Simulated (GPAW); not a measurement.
# C (Fd-3m) in GPAW: single point with PBE

Aim: the single point of C with PBE.

Program: GPAW 26.7.0. These are calculated values, not measurements. Logs are shortened: lines on timing, memory, paths and dates and some standing lists are left out, and cuts for length are marked. The log counts tension as positive stress, the text compression.

## (1) The structure

Symmetry: Fd-3m, No. 227, cubic system. Conventional cell: a = 3.567 Å, b = 3.567 Å, c = 3.567 Å, α = 90.00°, β = 90.00°, γ = 90.00°. C (site symmetry -43m) is surrounded by 4 C at 1.54 Å.

This isn't the form of C at room conditions, which is graphite.

## (2) Single point, PBE

Input file run.py:

```python
from ase import Atoms
from ase.dft.bandgap import bandgap
from ase.io import write
from ase.units import GPa
from gpaw import GPAW, PW

atoms = Atoms(['C', 'C'],
              cell=[[0.0, 1.78337, 1.78337],
                    [1.78337, 0.0, 1.78337],
                    [1.78337, 1.78337, 0.0]],
              scaled_positions=[[0.75, 0.75, 0.75],
                                [0.5, 0.5, 0.5]],
              pbc=True)

calc = GPAW(mode=PW(800),
            xc='PBE',
            kpts={'size': (20, 20, 20), 'gamma': True},
            occupations={'name': 'fermi-dirac', 'width': 0.05},
            nbands=11,
            convergence={'density': 1e-05, 'energy': 1e-05},
            maxiter=60,
            txt='gpaw.txt')
atoms.calc = calc
energy = atoms.get_potential_energy()
forces = atoms.get_forces()
stress = atoms.get_stress()
calc.write('gs.gpw')
write('result.traj', atoms)
print(f'Energy: {energy:.6f} eV')
print('Forces (eV/A):')
print(forces.round(4))
print('Stress (GPa):', (stress / GPa).round(3))
print('Fermi level:', round(calc.get_fermi_level(), 4), 'eV')
print(f'Gap: {bandgap(calc)[0]:.4f} eV, direct: {bandgap(calc, direct=True)[0]:.4f} eV')
```

Potentials or basis: GPAW PAW data sets (gpaw-data 1.2.1), pw.

Run with:

```
$ OMP_NUM_THREADS=1 python run.py
```

gpaw.txt:

```text
__  _  _
 | _ |_)|_||  |
 |__||  | ||/\| - 26.7.0

Input parameters:
  mode=PW(ecut=800.0),
  convergence={'density': 1e-05, 'energy': 1e-05},
  kpts=MonkhorstPack(size=(20, 20, 20), gamma=True),
  maxiter=60,
  nbands=11,
  occupations=Occupations(name='fermi-dirac', width=0.05),
  xc=XC(name='PBE')

Diagonalizing LCAO Hamiltonian
Converting LCAO to pw mode

          C
       C

Atoms  # Å, Bohr magnetons
|   | symbol |        x |        y |        z |    initial magnetic moments |
|---|--------|----------|----------|----------|-----------------------------|
| 0 |      C | 2.675055 | 2.675055 | 2.675055 | ( 0.0000,  0.0000,  0.0000) |
| 1 |      C | 1.783370 | 1.783370 | 1.783370 | ( 0.0000,  0.0000,  0.0000) |

Unit cell  # Å
| periodic |        x |        y |        z |  lengths |    angles |
|----------|----------|----------|----------|----------|-----------|
|      yes | 0.000000 | 1.783370 | 1.783370 | 2.522066 | 60.000000 |
|      yes | 1.783370 | 0.000000 | 1.783370 | 2.522066 | 60.000000 |
|      yes | 1.783370 | 1.783370 | 0.000000 | 2.522066 | 60.000000 |

Number of symmetries: 24
Symmetry operations  # r_c * U_cc + t_c -> r_c
|    | kind |            matrix            |
|----|------|------------------------------|
|  0 |  E   |  1, 0, 0,  0, 1, 0,  0, 0, 1 |
|  1 |  σ   |  1, 0, 0,  0, 0, 1,  0, 1, 0 |
|  2 |  σ   |  1, 0,-1,  0, 1,-1,  0, 0,-1 |
|  3 |  C3  |  1, 0,-1,  0, 0,-1,  0, 1,-1 |
|  4 |  C3  |  1,-1, 0,  0,-1, 1,  0,-1, 0 |
|  5 |  σ   |  1,-1, 0,  0,-1, 0,  0,-1, 1 |
|  6 |  σ   |  0, 1, 0,  1, 0, 0,  0, 0, 1 |
|  7 |  C3  |  0, 1, 0,  0, 0, 1,  1, 0, 0 |
|  8 |  C2  |  0, 1,-1,  1, 0,-1,  0, 0,-1 |
|  9 |  S4  |  0, 1,-1,  0, 0,-1,  1, 0,-1 |
| 10 |  C3  |  0, 0, 1,  1, 0, 0,  0, 1, 0 |
| 11 |  σ   |  0, 0, 1,  0, 1, 0,  1, 0, 0 |
| 12 |  S4  |  0, 0,-1,  1, 0,-1,  0, 1,-1 |
| 13 |  C3  |  0, 0,-1,  0, 1,-1,  1, 0,-1 |
| 14 |  S4  |  0,-1, 1,  1,-1, 0,  0,-1, 0 |
| 15 |  C2  |  0,-1, 1,  0,-1, 0,  1,-1, 0 |
| 16 |  C3  |  0,-1, 0,  1,-1, 0,  0,-1, 1 |
| 17 |  S4  |  0,-1, 0,  0,-1, 1,  1,-1, 0 |
| 18 |  S4  | -1, 1, 0, -1, 0, 1, -1, 0, 0 |
| 19 |  C3  | -1, 1, 0, -1, 0, 0, -1, 0, 1 |
| 20 |  C3  | -1, 0, 1, -1, 1, 0, -1, 0, 0 |
| 21 |  S4  | -1, 0, 1, -1, 0, 0, -1, 1, 0 |
| 22 |  σ   | -1, 0, 0, -1, 1, 0, -1, 0, 1 |
| 23 |  C2  | -1, 0, 0, -1, 0, 1, -1, 1, 0 |

BZ-sampling:
  Number of BZ points: 8000
  Number of IBZ points: 256

  Monkhorst-Pack size: [20, 20, 20]
  Monkhorst-Pack shift: [0.025, 0.025, 0.025]

K-points  # in reciprocal-cell coordinates
|     |                                coordinates |     weight |
|-----|--------------------------------------------|------------|
|   0 | ( -0.00000000,  -0.00000000,  -0.00000000) | 0.00012500 |
|   1 | (  0.05000000,   0.05000000,  -0.00000000) | 0.00075000 |
|   2 | (  0.05000000,   0.05000000,   0.05000000) | 0.00100000 |
|   3 | (  0.10000000,   0.05000000,   0.05000000) | 0.00150000 |
|   4 | (  0.10000000,   0.10000000,  -0.00000000) | 0.00075000 |
|   5 | (  0.10000000,   0.10000000,   0.05000000) | 0.00300000 |
|   6 | (  0.10000000,   0.10000000,   0.10000000) | 0.00100000 |
|   7 | (  0.15000000,   0.10000000,   0.05000000) | 0.00300000 |
|   8 | (  0.15000000,   0.10000000,   0.10000000) | 0.00300000 |
|   9 | (  0.15000000,   0.15000000,  -0.00000000) | 0.00075000 |
| ... |                                            |            |
| 255 | (  0.50000000,   0.50000000,   0.50000000) | 0.00050000 |

Plane wave coefficients: 604
Cutoff: 800.0 eV

Spin-components: 1 (collinear spins)
Bands:           11
Projectors:      10
Spin-degeneracy: 2
Datatype:        complex128

Parallelization:
  kpt:    1
  domain: 1
  band:   1

Density:
  Valence electrons: 8.0
  Components: 1
  Grid points: [18 18 18]
  Charge: 0.0  # |e|

Potential:
  Grid points: [18 18 18]

species:
  C:
    name:    Carbon
    Z:       6.0
    valence: 4
    core:    2
    charge:  0.0  # [|e|]
    compensation charges:
      type: gauss
      rc: 0.20  # [Å]
      lmax: 2
    cutoffs:
      filter: 1.14  # [Å]
      core: 1.14  # [Å]
    projectors
    | kind |    occ | energy [eV] | rcut [Å] |
    |------|--------|-------------|----------|
    |   2s |  2.000 |     -13.751 |    0.635 |
    |   2p |  2.000 |      -5.284 |    0.635 |
    |    s |        |      13.461 |    0.635 |
    |    p |        |      21.927 |    0.635 |
    |    d |        |       0.000 |    0.635 |

    Using partial waves for C as LCAO basis

Reference energy: -2055.256231  # eV

eigensolver:
  PPCG
  Converge bands: occupied
  niter=2

density mixing:
  MSR1-Mixer
  Pratt-step length: 0.05
  Maximum mixing coefficient: 0.75
  Old densities: 10
  SVD Regularization: 0.005
  Good broyden scale: 1.0
  Trust region scale: 1.0
  Backstep threshold: 4.0
  History deletion threshold: 6.0
  Fourier metric: weight=20.0, sigma=0.015

occupation numbers:
  Fermi-Dirac:
    width: 0.0500  # eV

poisson solver:
  ecut: 6400.0  # eV

xc functional:
  name: PBE with 2 nearest neighbor stencil

convergence criteria:
- Maximum integral of absolute [dens]ity change: 1e-05 electrons / valence electron
- Maximum [total energy] change in last 3 cyles: 1e-05 eV / valence electron
- Maximum integral of absolute [eigenst]ate change: 4e-08 eV^2 / valence electron
maximum number of iterations: 60

SCF iterations
|iter     | |      energy | eigst |  dens |
|---------|-|-------------|-------|-------|
|iter:   1| |  -18.692909 | +0.15 |       |
|iter:   2| |  -18.624209 | -2.77 | -0.81 |
|iter:   3| |  -18.199372 | -1.48 | -0.83 |
|iter:   4| |  -18.195268 | -2.62 | -1.48 |
|iter:   5| |  -18.195809 | -4.51 | -2.20 |
|iter:   6| |  -18.195811 | -6.33 | -3.38 |
|iter:   7| |  -18.195811c| -7.74c| -4.06 |
|iter:   8| |  -18.195811c| -8.48c| -5.30c|

Converged in 8 steps
Energy contributions relative to reference atoms: (reference = -2055.256231)

Energy contributions:
  Kinetic:          16.542164
  Coulomb:         -15.631100
  Zero:              0.042900
  External:          0.000000
  Xc:              -19.149774
  Entropy:          -0.000000
  Spinorbit:         0.000000
  ----------------------------
  Free energy:     -18.195811
  Extrapolated:    -18.195811

dipole moment: (2.132473, 2.132473, 2.132473)  # |e|*Ang

Fermi level: 13.855
Eigenvalues  # (at kpt = [-0.000, -0.000, -0.000])
| band index |      eig [eV] | occ [0-2] |
|------------|---------------|-----------|
|          0 |        -9.416 |     2.000 |
|          1 |        12.064 |     2.000 |
|          2 |        12.064 |     2.000 |
|          3 |        12.064 |     2.000 |
|          4 |        17.662 |     0.000 |
|          5 |        17.662 |     0.000 |
|          6 |        17.662 |     0.000 |
|          7 |        25.400 |     0.000 |
|          8 |        31.371 |     0.000 |
|          9 |        38.605 |     0.000 |
|         10 |        39.559 |     0.000 |

Gap: 4.135 eV
Transition (v -> c):
  (s=0, k=0, n=3, [-0.00, -0.00, -0.00]) -> (s=0, k=65, n=4, [0.35, 0.35, -0.00])
Direct/indirect transitions are different
Direct gap: 5.598 eV
Transition at: (s=0, k=0, n=3, [-0.00, -0.00, -0.00])

Forces  # eV/Ang
|        x |       y |        z |
|----------|---------|----------|
| -0.00000 | 0.00000 |  0.00000 |  # C    0
| -0.00000 | 0.00000 | -0.00000 |  # C    1

Stress tensor  # eV/Ang^3
|         x |         y |         z |
|-----------|-----------|-----------|
| -0.008861 |  0.000000 |  0.000000 |
|  0.000000 | -0.008861 |  0.000000 |
|  0.000000 |  0.000000 | -0.008861 |

# Writing to gs.gpw (mode='')
```

It took 31 s on 1 thread of Intel Xeon Platinum 8488C (Sapphire Rapids), shared host; peak memory 0.18 GiB.

Results:

* Free energy: -18.1958 eV
* Pressure: 1.4 GPa
* Band gap on the k mesh: 4.13 eV, indirect (least direct gap 5.60 eV)

A k mesh can miss the band edges. Expect the measured gap to be larger: semilocal functionals such as PBE lack the derivative discontinuity.
